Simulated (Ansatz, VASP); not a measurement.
One calculation of SiO2, two programs

File INCAR:

```
SYSTEM = SiO2
PREC = Accurate
ENCUT = 520
EDIFF = 1E-6
ISMEAR = 0
SIGMA = 0.05
LREAL = .False.
LASPH = .True.
NELM = 100
ALGO = Normal
ISIF = 2
LWAVE = .False.
LCHARG = .True.
GGA = CA
LELF = .True.
LVHAR = .True.
NBANDS = 25
```

Contents of KPOINTS:

```
Automatic mesh
0
Gamma
  6 6 10
  0 0 0
```

Contents of POSCAR:

```
SiO2
1.0
    4.4316034802      0.0000000000      0.0000000000
    0.0000000000      4.4316034802      0.0000000000
    0.0000000000      0.0000000000      2.6390198725
Si O
2 4
Direct
    0.5000000000      0.5000000000      0.5000000000
    0.0000000000      0.0000000000      0.0000000000
    0.6944252994      0.6944252994      0.0000000000
    0.1944252994      0.8055747006      0.5000000000
    0.3055747006      0.3055747006      0.0000000000
    0.8055747006      0.1944252994      0.5000000000
```

Input for Ansatz:

```yaml
crystal:
  lattice:
    - [4.4316034802, 0.0, 0.0]
    - [0.0, 4.4316034802, 0.0]
    - [0.0, 0.0, 2.6390198725]
  atoms:
    - { symbol: Si, position: [0.5, 0.5, 0.5] }
    - { symbol: Si, position: [0.0, 0.0, 0.0] }
    - { symbol: O, position: [0.6944252994, 0.6944252994, 0.0] }
    - { symbol: O, position: [0.1944252994, 0.8055747006, 0.5] }
    - { symbol: O, position: [0.3055747006, 0.3055747006, 0.0] }
    - { symbol: O, position: [0.8055747006, 0.1944252994, 0.5] }
basis:
  ecutwfc: 520.0
kpoints:
  mp_grid: { grid: [6, 6, 10] }
hamiltonian:
  xc: lda
  pseudopotentials: { kind: paw, azcp: { folder: soft_1 } }
scf:
  occupations: { method: gaussian, width: 0.05 }
output:
  forces: true
  stress: true
  eigenvalues: true
```

Alike in both runs: task single point; functional LDA; k mesh 6 × 6 × 10; occupations gaussian, width 0.05 eV; no spin polarisation.

```csv
,VASP,Ansatz
version,VASP 6.6.1,Ansatz 0.2.0
potentials or method,"VASP PAW LDA potentials, release 64 (Si, O)","scalar-relativistic, plane waves, PAW"
plane-wave cutoff (eV),520,520
valence electrons in the cell,32,32
```

|  | VASP | Ansatz | Ansatz less VASP |
| --- | --- | --- | --- |
| gap on the k mesh at the Fermi level (eV) | 3.95 | 3.96 | +0.010 |
| least direct gap on the mesh (eV) | 3.95 | 3.96 | +0.010 |
| pressure (GPa) | -27.3 | -28.1 | -0.80 |
| largest component of the traceless stress (GPa) | 15.56 | 14.84 | -0.724 |
| rms of the force components (eV/Å) | 0.638 | 0.664 | +0.0261 |

Atom by atom the forces differ by 0.026 eV/Å (rms over components). Ansatz warned: «pseudo_functional_mismatch».

Caveats: so large a pressure means that the cell lies far from this level's equilibrium, or that cutoff or potentials fall short (VASP); forces of over 1 eV/Å show positions far from the minimum, so gaps and moduli don't describe the material at rest. A k mesh can miss the band edges.
